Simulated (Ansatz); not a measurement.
# Carrier properties of AlSb under load (space group F-43m)

Given:

```yaml
crystal:
  lattice:
    - [0.00000, 2.95338, 2.95338]
    - [2.95338, 0.00000, 2.95338]
    - [2.95338, 2.95338, 0.00000]
  atoms:
    - { symbol: Al, position: [0.00000, 0.00000, 0.00000] }
    - { symbol: Sb, position: [0.75000, 0.75000, 0.75000] }
```

Method: r2SCAN with spin-orbit coupling, rigid bands (plane waves, PAW; Ansatz, a first-principles code). Condition of this run: hydrostatic pressure 10 GPa (the target of the relaxation). How the cell was made: cell and atoms relaxed with r2SCAN, then loaded as said.

band gap: 1.06 eV
electron conductivity mass (300 K, dilute): 0.34 mₑ
hole conductivity mass (300 K, dilute): 0.36 mₑ
effective density of states N_c (300 K): 3.1e19 cm⁻³
effective density of states N_v (300 K): 1.2e19 cm⁻³
density-of-states mass, electrons: 1.16 mₑ
density-of-states mass, holes: 0.61 mₑ
Seebeck coefficient, n-type 1e19 cm⁻³, 300 K: -303 μV/K
best n-type power factor at 300 K for τ = 10 fs (best axis; densities from 1e16 to 1e21 cm⁻³ tried, whether or not they can be reached): 12.3 μW/(cm·K²) at 1e20 cm⁻³
Seebeck coefficient, p-type 1e19 cm⁻³, 300 K: 236 μV/K
best p-type power factor at 300 K for τ = 10 fs (best axis; densities from 1e16 to 1e21 cm⁻³ tried, whether or not they can be reached): 5.4 μW/(cm·K²) at 3e19 cm⁻³

Rigid bands; masses and Seebeck coefficients take one relaxation time τ for all states and one kind of carrier; polarons and phonon drag are left out.
